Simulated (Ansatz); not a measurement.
Cu:

```
Cu
1.0
     2.53410    0.00000    0.00000
    -1.26705    2.19459    0.00000
     0.00000    0.00000    4.11257
Cu
2
Direct
  0.66667 0.33333 0.75000
  0.33333 0.66667 0.25000
```

This isn't the form of Cu at room conditions, which is fcc.

A run of Ansatz 0.2.0 on this cell left the log below. Logs are shortened: lines on timing, memory, paths and dates and some standing lists are left out, and cuts for length are marked.

```text
Warning: RAYON_NUM_THREADS=2 ignored (pool sized by the plan → 2); use --threads N
scf.n_extra_bands = 6 over 19 filled bands (N_el = 38.0): the run solves 25 bands
Engine: ansatz 0.2.0, aarch64-unknown-linux-gnu
Pseudopotentials: kind: paw
Pseudopotential: Cu, paw, valence charge 19, recommended cutoff 420 eV (normal), Cu.paw.azcp
Functional definition: SPW92
  exchange = slater_x
  correlation = pw_c
Crystal: 2 atoms, lattice volume = 22.871 Å³
Basis set: ecut = 420 eV, 451 PW (Γ)
Bands: 25, of which v1, the nominal top of the filled ones, is band 19 counted from 1 (18 counted from 0)
Symmetry: 24 space group operations
Space group: P63/mmc (ITA 194), of the structure as read, at distance tolerance 2.8e-5 Å
k-points: 76 of 1008
Non-local potential: Cu, projectors of the file, l = 0: 3, l = 1: 2, l = 2: 3, l = 3: 1
PAW form: soft (Blöchl's): semilocal exchange-correlation on the pseudo side does not see the compensation charge
PAW frozen core: Cu, regenerated for the run's functional, and the local potential with it (the file was generated under x = pbe(κ = 0.804, μ = 0.2195149727645171), c = pbe(β = 0.06672455060314922))
PAW one-centre angular grid: Cu, 590 points (default); XC on 64 Gauss nodes
Initial density: superposition of atomic densities (neutral atoms: chi_scale 0, normalization atom), corrected by the library's trained network
Initial wavefunctions: pseudopotential atomic-orbital guess
Functional: x = slater, c = lda
SCF iter   1: F=—  HF=-13111.397393 eV  |F-HF|=—  |Δ(HF+E_count)|=         —  Δρ=2.39e-2  dr2=5.85e-2  ethr=1.77e-3  ⟨swp⟩=5.8  Hψ=7387  notcnv=0  defer=17
preconditioner: auto → none  [metal: Δε(μ)=0.044 eV  Ē_g=13.640 eV  σ=0.050 eV  W_gap=0.21  n_scr=8 (ndim 8)  ℏωp=36.4 eV  f_vac=0.000  D(μ)=1.06/eV (n_scr^D=8)  sad-step TF]
SCF iter   2: F=—  HF=-13111.383042 eV  |F-HF|=—  |Δ(HF+E_count)|=   1.44e-2  Δρ=5.16e-3  dr2=2.32e-3  ethr=1.54e-4  ⟨swp⟩=2.4  Hψ=3483  notcnv=0  defer=96
SCF iter   3: F=—  HF=-13111.382679 eV  |F-HF|=—  |Δ(HF+E_count)|=   3.63e-4  Δρ=1.69e-3  dr2=2.14e-4  ethr=6.10e-6  ⟨swp⟩=1.0  Hψ=1806  notcnv=0  defer=96
SCF iter   4: F=—  HF=-13111.382618 eV  |F-HF|=—  |Δ(HF+E_count)|=   6.11e-5  Δρ=8.49e-5  dr2=1.04e-6  ethr=5.64e-7  ⟨swp⟩=1.0  Hψ=1824  notcnv=0  defer=96
SCF iter   5: F=—  HF=-13111.382615 eV  |F-HF|=—  |Δ(HF+E_count)|=   2.58e-6  Δρ=8.28e-6  dr2=4.97e-9  ethr=2.74e-9  ⟨swp⟩=2.1  Hψ=2681  notcnv=0  defer=96
SCF iter   6: F=-13111.382615 eV  HF=-13111.382615 eV  |F-HF|=3.82e-11  |Δ(HF+E_count)|=   5.86e-9  Δρ=3.79e-7  dr2=1.37e-11  ethr=1.31e-11  ⟨swp⟩=7.8  Hψ=11255  notcnv=0
SCF 1 converged in 6 iterations: F = -13111.382615 eV  dr2 = 1.37e-11
  greatest PAW one-centre occupation: 1.000 electrons in one spin orbital (limit 2), on the Cu atom at site 1 (counted from 0), in its partial waves of l = 0
NSCF: frozen V_eff on 129 k-points
SCF converged after 6 iterations
Free energy (F): -13111.382615 eV
Harris-Foulkes:  -13111.382615 eV  (|F-HF|=3.82e-11)
Internal energy: -13111.374502 eV  (E = F + TS)
E sigma→0 (E₀):  -13111.378559 eV
Entropy (-TS):   -0.008113 eV (-4.056 meV/atom)
Fermi energy:    16.988420 eV
--- Per-component energies (eV) ---
  E_band       = -704.301822
  E_kinetic    = 601.796694
  E_local      = -7987.504375  (includes V_loc(G=0)·N_el)
  E_nonlocal   = 787.659836
  E_hartree    = 3514.204218
  E_xc         = -178.830375
  E_vxc        = -231.940440  (∫ρ·V_xc dr)
  E_paw        = -3185.762947  (= ΣΔE_a)
  E_vpaw       = -902.722791  (= ΣTr[D̂ρ^β])
  E_aug_tail   = 0.000418  (compensation charges beyond the density's cutoff)
  E_ewald      = -6663.837290
  E_core_change = 0.899320  (= ΣΔE_core)
  E_smearing   = -0.008113  (= −TS)
  E_closure    = -0.000000  (closes the sum)
  Σ components = -13111.382615   (vs F -13111.382615, Δ=0.00e0)
--- Forces (eV/Å), atoms counted from 1 ---
  atom   1  Cu     0.00000000    -0.00000000     0.00000000
  atom   2  Cu     0.00000000     0.00000000    -0.00000000
  max |Σ_I F_I| component: 3.24e-17 eV/Å
--- Stress (GPa, compression-positive) ---
       -7.936681      -0.000000       0.000000
       -0.000000      -7.936681      -0.000000
        0.000000      -0.000000      -7.687801
  P = ⅓ Tr σ = -7.8537 GPa (-78.537 kbar)
--- Band table (eV; the first three rows and the last of 76) ---
  k-point 0: bands = ["-94.7820", "-94.7648", "-52.6581", "-52.5456", "-52.5456", "-52.5304", "-52.5261", "-52.5261", "7.3641", "11.7298", "13.9103", "13.9588", "13.9588", "14.1860", "14.1860", "14.4660", "14.4660", "15.2853", "15.2853", "15.9709", "20.9935", "38.6843", "38.8433", "38.8433", "40.6481"]
  k-point 1: bands = ["-94.7811", "-94.7656", "-52.6518", "-52.5446", "-52.5446", "-52.5367", "-52.5271", "-52.5271", "7.5564", "11.6151", "13.8713", "13.9213", "13.9213", "14.1463", "14.1463", "14.5564", "14.5564", "15.1860", "15.2746", "15.2746", "22.2610", "38.6977", "39.0328", "39.0328", "39.1962"]
  k-point 2: bands = ["-94.7787", "-94.7680", "-52.6342", "-52.5546", "-52.5419", "-52.5419", "-52.5297", "-52.5297", "8.1216", "11.1137", "13.7713", "13.8758", "13.8758", "14.0509", "14.0509", "14.1208", "14.7499", "14.7499", "15.2280", "15.2280", "24.9197", "35.4061", "38.8368", "39.5801", "39.5801"]
  k-point 75: bands = ["-94.7613", "-94.7613", "-52.6282", "-52.6282", "-52.6052", "-52.5969", "-52.5549", "-52.5549", "12.9373", "12.9373", "13.0128", "13.1115", "13.6314", "13.6314", "14.4310", "14.5824", "15.3033", "15.3033", "21.0493", "21.0493", "22.0660", "23.3487", "24.1616", "24.1616", "36.9810"]
```

What input gives this log?

Band structure with LDA, no spin polarisation. The files as run (others can give the same):

input.yaml
```yaml
crystal:
  lattice:
    - [2.5340966698, 0.0, 0.0]
    - [-1.2670483349, 2.1945920917, 0.0]
    - [0.0, 0.0, 4.112571]
  atoms:
    - { symbol: Cu, position: [0.6666666667, 0.3333333333, 0.75] }
    - { symbol: Cu, position: [0.3333333333, 0.6666666667, 0.25] }
hamiltonian:
  xc: lda
  pseudopotentials: { kind: paw }
kpoints:
  mp_grid: { grid: [12, 12, 7] }
  band_path:
    path:
      - [[0.0, 0.0, 0.0], [0.5, 0.0, 0.0], [0.3333333333, 0.3333333333, 0.0], [0.0, 0.0, 0.0], [0.0, 0.0, 0.5], [0.5, 0.0, 0.5], [0.3333333333, 0.3333333333, 0.5], [0.0, 0.0, 0.5]]
      - [[0.5, 0.0, 0.5], [0.5, 0.0, 0.0]]
      - [[0.3333333333, 0.3333333333, 0.0], [0.3333333333, 0.3333333333, 0.5]]
    npoints: 14
scf:
  occupations: { method: fermi_dirac, width: 0.05 }
  n_extra_bands: 6
output:
  forces: true
  stress: true
  eigenvalues: true
  fatbands: false
  write_density: true
  write_potential: true
  elf: true
  volumetric_format: npy
```

Potentials or basis: Ansatz PAW.
Command:
```sh
$ ansatz run input.yaml --threads 2 --pin off --max-ram 5632MiB --backend cpu --events-out ev --progress --plain --runs-dir out
```

Caveat: the PAW data sets come from PBE, with cores solved anew for the run's functional, which leaves a small shift of forces and pressure.
